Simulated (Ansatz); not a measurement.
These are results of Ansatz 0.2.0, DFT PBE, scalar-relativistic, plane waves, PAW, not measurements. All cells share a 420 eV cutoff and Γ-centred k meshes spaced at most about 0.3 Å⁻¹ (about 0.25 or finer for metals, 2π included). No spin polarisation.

Temperature and zero-point effects are left out.

Two relaxed structures of Zr3S2:

A.

```cif
data_structure
_symmetry_space_group_name_H-M 'C2/m'
_symmetry_Int_Tables_number 12
_cell_length_a 11.1987
_cell_length_b 5.1719
_cell_length_c 3.5211
_cell_angle_alpha 90.000
_cell_angle_beta 107.996
_cell_angle_gamma 90.000
_cell_volume 193.96
loop_
_atom_site_label
_atom_site_type_symbol
_atom_site_symmetry_multiplicity
_atom_site_Wyckoff_symbol
_atom_site_fract_x
_atom_site_fract_y
_atom_site_fract_z
_atom_site_occupancy
Zr1 Zr 4 i 0.65099 0.50000 0.65867 1
Zr2 Zr 2 b 0.00000 0.50000 0.00000 1
S1 S 4 i 0.67529 0.00000 0.67153 1
```

B.

```cif
data_structure
_symmetry_space_group_name_H-M 'R32:H'
_symmetry_Int_Tables_number 155
_cell_length_a 5.7902
_cell_length_b 5.7902
_cell_length_c 10.4413
_cell_angle_alpha 90.000
_cell_angle_beta 90.000
_cell_angle_gamma 120.000
_cell_volume 303.16
loop_
_atom_site_label
_atom_site_type_symbol
_atom_site_symmetry_multiplicity
_atom_site_Wyckoff_symbol
_atom_site_fract_x
_atom_site_fract_y
_atom_site_fract_z
_atom_site_occupancy
Zr1 Zr 9 e 0.99541 0.66667 0.16667 1
S1 S 6 c 0.33333 0.66667 0.00145 1
```

Question: Which form is favoured at zero pressure, and by what margin per atom?

Answer: A is lower, by 96 meV/atom. A has space group C2/m (No. 12), 19.4 Å³/atom and no gap on its mesh; B has space group R32 (No. 155), 20.2 Å³/atom and no gap. Counting S atoms around Zr (those within 1.25 times the shortest such distance or 1.15 times the sum of covalent radii), A and B both have Zr 4. The denser one is the lower, and pressure would at first widen the difference. Origin: A, invented; B, reached from a Materials Project cell. The lowest form computed isn't among them: it has the anti-tetradymite type, space group R-3m (No. 166), 19.4 Å³/atom and lies 4 meV/atom below the best shown.

Cells relaxed within their symmetry can be saddle points. Some types were kept out of the candidates beforehand, so the set may lack a known form.
